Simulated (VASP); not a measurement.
A run of VASP 6.6.1 is set up as follows.

INCAR

```
SYSTEM = Pb
PREC = Accurate ; ENCUT = 520
EDIFF = 1E-7 ; ISMEAR = -1
SIGMA = 0.05 ; LREAL = .FALSE.
LASPH = .TRUE. ; NELM = 80
ALGO = Fast ; ISIF = 2
LWAVE = .FALSE. ; LCHARG = .FALSE.
GGA = PE ; NBANDS = 13
```

KPOINTS

```
regular mesh
0
G
  9 9 9
  0 0 0
```

POSCAR

```
Pb
1.0
    0.0000000000      2.4750200000      2.4750200000
    2.4750200000      0.0000000000      2.4750200000
    2.4750200000      2.4750200000      0.0000000000
Pb
1
Direct
    0.0000000000      0.0000000000      0.0000000000
```

Contents of KPOINTS_OPT:

```
path GXWKGLUWLK,UX
20
line-mode
reciprocal
 0.0000000000  0.0000000000  0.0000000000  G
 0.5000000000  0.0000000000  0.5000000000  X

 0.5000000000  0.0000000000  0.5000000000  X
 0.5000000000  0.2500000000  0.7500000000  W

 0.5000000000  0.2500000000  0.7500000000  W
 0.3750000000  0.3750000000  0.7500000000  K

 0.3750000000  0.3750000000  0.7500000000  K
 0.0000000000  0.0000000000  0.0000000000  G

 0.0000000000  0.0000000000  0.0000000000  G
 0.5000000000  0.5000000000  0.5000000000  L

 0.5000000000  0.5000000000  0.5000000000  L
 0.6250000000  0.2500000000  0.6250000000  U

 0.6250000000  0.2500000000  0.6250000000  U
 0.5000000000  0.2500000000  0.7500000000  W

 0.5000000000  0.2500000000  0.7500000000  W
 0.5000000000  0.5000000000  0.5000000000  L

 0.5000000000  0.5000000000  0.5000000000  L
 0.3750000000  0.3750000000  0.7500000000  K

 0.6250000000  0.2500000000  0.6250000000  U
 0.5000000000  0.0000000000  0.5000000000  X
```

Potentials or basis: VASP PAW PBE potentials, release 64 (Pb_d).

Command:

```sh
$ cat potpaw_PBE.64/Pb_d/POTCAR > POTCAR
$ mpirun -np 1 vasp_std > vasp.out
```

(1) Predict the band gap along the path.

(2) What does it give for the pressure?

## Answers

(1) none (metal or under the smearing width).

(2) 2.2 GPa.

Caveat: spin-orbit coupling is left out, which moves the levels of the heavy elements.
